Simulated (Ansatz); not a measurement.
Fluorite SrF2, treated with G0W0@PBE (Ansatz, a quantum-chemistry and plane-wave program, hard PAW, contour deformation).

The same calculation (at the measured cell, 16.256 Å³/atom) with different numerical settings; throughout: k mesh 2×2×2:

| run | response cutoff (eV) | empty bands | quasiparticle gap on the mesh (eV) | quasiparticle gap at Γ (eV) | rough time |
|---|---|---|---|---|---|
| 1 | 100 | 203 | 9.945 | 10.076 | 20 core-s |
| 2 | 150 | 374 | 10.090 | 10.222 | 30 core-s |
| 3 | 200 | 575 | 10.213 | 10.343 | 50 core-s |
| 4 | 250 | 804 | 10.312 | 10.439 | 90 core-s |
| 5 | 300 | 1057 | 10.383 | 10.509 | 4 core-min |
| 6 | 400 | 1628 | 10.470 | 10.593 | 6 core-min |
| 7 | 500 | 2275 | … | … | 10 core-min |

Problem. Fill in the missing entries.

Solution. 
- 7, quasiparticle gap on the mesh (eV): 10.516
- 7, quasiparticle gap at Γ (eV): 10.638

In the column quasiparticle gap on the mesh (eV) the first row differs from the last by -0.571 and the next to last by -0.046.

The last row is no converged limit: other settings stay fixed.

Spin–orbit coupling is not included.
